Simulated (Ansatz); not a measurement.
**Question.** Name crystals whose computed values (DFT-PBEsol in the program Ansatz with PAW potentials) fall in these windows: gap (eV) 3.5 to 4.6; electron conductivity mass (mₑ) 0.25 to 0.33; Θ_D (K) 190 to 260.

**Answer.** 

```
crystal          gap (eV)  electron conductivity mass (mₑ)  Θ_D (K)
---------------  --------  -------------------------------  -------
NaBr, rock salt      4.07                             0.31      215
```
Others may fit too.

The cell was relaxed under the symmetry of its start. Scalar-relativistic: spin–orbit coupling is off unless named, which matters more the heavier the elements.

Potentials: the later of the program's two PAW sets.
